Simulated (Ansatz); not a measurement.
# TePb: the cost of one run

Method: DFT, scalar-relativistic, functionals as named in each step, in Ansatz 0.2.0.

### Step 1. The structure to begin with

It takes space group Fm-3m (No. 225, cubic). Conventional cell: a = 6.454 Å, b = 6.454 Å, c = 6.454 Å, α = 90.00°, β = 90.00°, γ = 90.00°. Around Te (site symmetry m-3m) lie 6 Pb at 3.23 Å. Pb (site symmetry m-3m) is surrounded by 6 Te at 3.23 Å.

Structure file:

```cif
data_structure
_symmetry_space_group_name_H-M 'P 1'
_symmetry_Int_Tables_number 1
_cell_length_a 4.5637
_cell_length_b 4.5637
_cell_length_c 4.5637
_cell_angle_alpha 60.000
_cell_angle_beta 60.000
_cell_angle_gamma 60.000
_cell_volume 67.21
loop_
_atom_site_label
_atom_site_type_symbol
_atom_site_fract_x
_atom_site_fract_y
_atom_site_fract_z
_atom_site_occupancy
Te1 Te 0.50000 0.50000 0.50000 1
Pb1 Pb 0.00000 0.00000 0.00000 1
```

Atoms are numbered in the order of the input: Te1, Pb2.

### Step 2. LDA, LAPW

The input, input.yaml:

```yaml
crystal:
  lattice:
    - [0.0, 3.227, 3.227]
    - [3.227, 0.0, 3.227]
    - [3.227, 3.227, 0.0]
  atoms:
    - { symbol: Te, position: [0.5, 0.5, 0.5] }
    - { symbol: Pb, position: [0.0, 0.0, 0.0] }
kpoints:
  mp_grid: { grid: [10, 10, 10] }
  band_path:
    path:
      - [0.0, 0.0, 0.0]
      - [0.5, 0.0, 0.5]
      - [0.625, 0.25, 0.625]
      - [0.375, 0.375, 0.75]
      - [0.0, 0.0, 0.0]
      - [0.5, 0.5, 0.5]
      - [0.5, 0.25, 0.75]
      - [0.5, 0.0, 0.5]
    npoints: 5
scf:
  occupations: { method: fermi_dirac, width: 0.03 }
hamiltonian:
  xc: lda
  pseudopotentials: { kind: all_electron, lapw: { basis_error: 0.0005 } }
output:
  forces: true
  stress: true
  eigenvalues: true
```

The run is started by

```bash
$ ansatz run input.yaml --threads 1 --pin off --max-ram 2048MiB --backend cpu --events-out ev --progress --plain --runs-dir out
```

What time and memory should one allow on 1 thread of Arm Neoverse V1, shared host?

About 25 s, with a peak of 0.38 GiB.
